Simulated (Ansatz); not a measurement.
**SnSe2 under changes of volume**

One of the cells (25.726 Å³/atom); the others are scaled copies at fixed shape and fractional positions:

```
CELL_PARAMETERS angstrom
3.81100 0.00000 0.00000
-1.90550 3.30042 0.00000
0.00000 0.00000 6.13600
ATOMIC_POSITIONS crystal
Sn 0.00000 0.00000 0.00000
Se 0.66667 0.33333 0.75100
Se 0.33333 0.66667 0.24900
```

- Program: Ansatz 0.2.0
- Functional: PBE
- Potentials or basis: all-electron LAPW, scalar-relativistic
- Cutoff: 260 eV (chosen from the basis error)
- Basis error allowed: 0.001 eV/atom
- k mesh: 8 × 8 × 5
- Occupations: fermi-dirac, width 0.05 eV
- Spin: no spin polarisation

```tsv
volume (Å³/atom)	energy over the lowest point (meV/atom)	pressure (GPa)	gap on the mesh (eV)	largest force (eV/Å)
24.182	111.60	11.3	0.89	1.470
24.697	78.70	9.2	0.87	1.223
25.212	?	?	?	?
25.726	31.86	5.5	0.81	0.785
26.241	16.66	4.0	0.78	0.591
26.755	6.20	2.6	0.76	0.412
27.270	0.00	1.3	0.73	0.247
```

**Question.** What does the run at 25.212 Å³/atom give?

**Answer.** Energy over the lowest point 52.34 meV/atom; pressure 7.3 GPa; gap on the mesh 0.84 eV; largest force 0.995 eV/Å.

Worked out: A Birch-Murnaghan fit of order 3 (a polynomial in V^(-2/3)) to the other rows has its minimum at 27.87 Å³/atom, just outside them, with B0 = V·E''(V) = 57 GPa and B' = 4.6 at fixed shape and positions, which overstates the stiffness. It gives 52.33 meV/atom at 25.212 Å³/atom, against the run's 52.34, and -dE/dV = 7.3 GPa, against 7.3. A straight line through the other rows of the gap, of slope -1.35 eV per unit of ln V, gives 0.84 eV, against the run's 0.84.

Energies are extrapolated to zero smearing.

Caveats: spin-orbit coupling is left out, which moves the levels of the heavy elements; an odd mesh through Γ misses points on the zone boundary, where band edges often lie; this functional lacks dispersion, which binds the layers, so the pressure and a relaxed spacing across them are unreliable; forces of over 1 eV/Å show positions far from the minimum, so gaps and moduli don't describe the material at rest (some runs).
